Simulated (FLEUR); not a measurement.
CdTe: band structure with PBE

**Measured values to compare with.**

A printed reference work, data compilation reports, for a bulk crystal of CdTe at 0 K: band gap 1.607 eV.

The system is CdTe.

```
CELL_PARAMETERS angstrom
0.00000 3.20500 3.20500
3.20500 0.00000 3.20500
3.20500 3.20500 0.00000
ATOMIC_POSITIONS crystal
Te 0.75000 0.75000 0.75000
Cd 0.00000 0.00000 0.00000
```

```
Program                  : FLEUR MaX-R8.1 (later development tree)
Task                     : band structure
Functional               : PBE
Potentials or basis      : all-electron
Basis                    : FLAPW
Kmax                     : 4.26 1/bohr
k mesh                   : 7 × 7 × 7
Occupations              : fermi-dirac, width 0.05 eV
Spin                     : no spin polarisation
Gmax                     : 13.2 1/bohr
Muffin-tin radii         : Te 2.3, Cd 2.56 bohr
lmax                     : Te 9, Cd 10
Local orbitals a species : Te 6, Cd 5
Max iterations           : 60
Mixing factor            : 0.05
Mixer                    : Anderson
Mixer history            : 15
Density convergence      : 1e-05 me/bohr^3
```

```yaml
Band_gap_on_the_k_mesh: 0.87 eV, direct
Band_gap_along_the_path: 0.87 eV, direct
Valence_electrons_inside_the_program's_atomic_spheres: Te 19.08; Cd 18.61 (radii Te 2.3, Cd 2.56 bohr)
```

Levels at the corners of the path, in eV from the valence-band top:
```csv
point,band 18,band 19,band 20,band 21,band 22,band 23,band 24,band 25
Γ,-8.11,0.00,0.00,0.00,0.87,4.60,4.60,4.60
X,-7.58,-4.46,-1.98,-1.98,2.54,2.67,9.00,9.31
W,-7.49,-4.34,-2.45,-2.33,4.37,4.68,5.61,6.30
K,-7.53,-4.36,-2.70,-1.64,2.88,4.57,7.42,7.55
Γ,-8.11,0.00,0.00,0.00,0.87,4.60,4.60,4.60
L,-7.73,-4.61,-0.82,-0.82,1.86,5.20,5.20,7.08
U,-7.53,-4.36,-2.70,-1.64,2.88,4.57,7.42,7.55
W,-7.49,-4.34,-2.45,-2.33,4.37,4.68,5.61,6.30
L,-7.73,-4.61,-0.82,-0.82,1.86,5.20,5.20,7.08
K,-7.53,-4.36,-2.70,-1.64,2.88,4.57,7.42,7.55
U,-7.53,-4.36,-2.70,-1.64,2.88,4.57,7.42,7.55
X,-7.58,-4.46,-1.98,-1.98,2.54,2.67,9.00,9.31
```

Core levels (eV from the Fermi level):
```tsv
atom	levels
1 Te	1s1/2 -31602.1, 2s1/2 -4840.1, 2p1/2 -4534.4, 2p3/2 -4259.9, 3s1/2 -958.9, 3p1/2 -833.2, 3p3/2 -782.1, 4s1/2 -158.7, 3d3/2 -560.4, 3d5/2 -549.7
2 Cd	1s1/2 -26506.3, 2s1/2 -3931.0, 2p1/2 -3659.2, 2p3/2 -3466.8, 3s1/2 -729.7, 3p1/2 -620.8, 3p3/2 -586.5, 3d3/2 -393.8, 3d5/2 -386.8
```

It took 2 min on 1 thread of Arm Neoverse V1 (shared host), peak memory 0.08 GiB.

Measured gap of CdTe: 1.607 eV (0 K; a printed reference work, data compilation). This calculation gives 0.87 eV (-0.74 eV). Spin-orbit coupling on Cd, Te is left out. The value is that of PBE, without temperature or zero-point motion. Semilocal functionals fall short of measured gaps as a rule.

Caveat: spin-orbit coupling is left out, which moves the levels of the heavy elements.
